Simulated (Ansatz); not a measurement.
Eigenvalues along a path: Li (hcp type)

```
Li
1.0
     2.30851    0.00000    0.00000
    -1.15425    1.99923    0.00000
     0.00000    0.00000    3.77372
Li
2
Direct
  0.33333 0.66667 0.25000
  0.66667 0.33333 0.75000
```

The cell comes from a relaxation on PAW files under the same functional, begun from a prototype that needn't be the stable phase.

Computed with Ansatz 0.2.0; functional PBE, scalar-relativistic. Settings: a Γ-centred 14×14×8 k mesh, Fermi–Dirac smearing of 0.1 eV, no spin polarisation. Methods: LAPW: all electrons, basis error target 1 meV/atom.

This run: volume at 0.43 of the series' base cell.

The structure type is held throughout; the real material can change phase at far lower pressure.

Path points, in fractions of the reciprocal vectors: Γ (0.000, 0.000, 0.000), M (0.500, 0.000, 0.000), K (0.333, 0.333, 0.000), A (0.000, 0.000, 0.500), L (0.500, 0.000, 0.500), H (0.333, 0.333, 0.500). Levels in eV from the Fermi level; bands 3 to 5, counted from the lowest band of the run. The gap is zero, the pressure 48.0 GPa.

```
# k(1/Å) point b3 b4 b5
0.000 Γ -4.02 -0.60 7.18
0.393 - -3.77 -0.02 6.91
0.786 - -2.99 1.71 6.01
1.179 - -1.64 4.08 4.59
1.571 M -0.46 2.45 7.88
1.798 - -0.29 2.58 8.07
2.025 - 0.23 2.94 8.26
2.252 - 1.02 3.49 5.72
2.479 K 1.65 4.11 4.11
2.932 - -0.58 5.12 6.30
3.386 - -2.60 2.48 5.98
3.840 - -3.68 0.17 6.83
4.293 Γ -4.02 -0.60 7.18
4.501 - -3.95 -0.88 7.78
4.709 - -3.74 -1.53 9.38
4.918 - -3.39 -2.25 11.66
5.126 A -2.88 -2.88 14.43
5.518 - -2.56 -2.56 14.33
5.911 - -1.63 -1.63 12.89
6.304 - -0.23 -0.23 9.30
6.697 L 0.69 0.69 7.44
6.924 - 0.88 0.88 7.25
7.151 - 1.46 1.46 6.57
7.377 - 2.40 2.40 5.39
7.604 H 3.39 3.39 4.25
8.058 - 0.91 0.91 7.70
8.512 - -1.19 -1.19 12.93
8.965 - -2.46 -2.46 14.31
9.419 A -2.88 -2.88 14.43
```
